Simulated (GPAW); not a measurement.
Input of a GPAW 26.7.0 run:

run.py

```python
from ase import Atoms
from ase.dft.bandgap import bandgap
from ase.io import write
from ase.units import GPa
from gpaw import GPAW, PW

atoms = Atoms(['Mg', 'O'],
              cell=[[0.0, 2.0970013927, 2.0970013927],
                    [2.0970013927, 0.0, 2.0970013927],
                    [2.0970013927, 2.0970013927, 0.0]],
              scaled_positions=[[0.0, 0.0, 0.0],
                                [0.5, 0.5, 0.5]],
              pbc=True)

calc = GPAW(mode=PW(800),
            xc='PBE',
            kpts={'size': (11, 11, 11), 'gamma': True},
            occupations={'name': 'methfessel-paxton', 'order': 0, 'width': 0.024},
            nbands=16,
            convergence={'density': 1e-05, 'energy': 1e-05},
            maxiter=150,
            txt='gpaw.txt')
atoms.calc = calc
energy = atoms.get_potential_energy()
forces = atoms.get_forces()
stress = atoms.get_stress()
calc.write('gs.gpw')
write('result.traj', atoms)
print(f'Energy: {energy:.6f} eV')
print('Forces (eV/A):')
print(forces.round(4))
print('Stress (GPa):', (stress / GPa).round(3))
print('Fermi level:', round(calc.get_fermi_level(), 4), 'eV')
print(f'Gap: {bandgap(calc)[0]:.4f} eV, direct: {bandgap(calc, direct=True)[0]:.4f} eV')
```

Potentials or basis: GPAW PAW data sets (gpaw-data 1.2.1), pw.

Launch:

```bash
$ OMP_NUM_THREADS=1 python run.py
```

(1) Predict the pressure.

(2) Predict the band gap on the k mesh.

Answers

(1) 7.0 GPa.

(2) 4.89 eV, direct.

**What was measured.**

From “Electronic structure of alkaline earth and post-transition metal oxides”, 2009, arxiv:0908.1581, for a bulk crystal of MgO: band gap 7.83 eV.

Against the measured gap of MgO, 7.83 eV (quoted in “Electronic structure of alkaline earth and post-transition metal oxides”, 2009, arxiv:0908.1581), the calculated 4.89 eV is off by -2.94 eV. The value is that of PBE, without temperature or zero-point motion. Semilocal functionals fall short of measured gaps as a rule. The cell is a database's relaxed one, not the measured one, which moves gaps too.
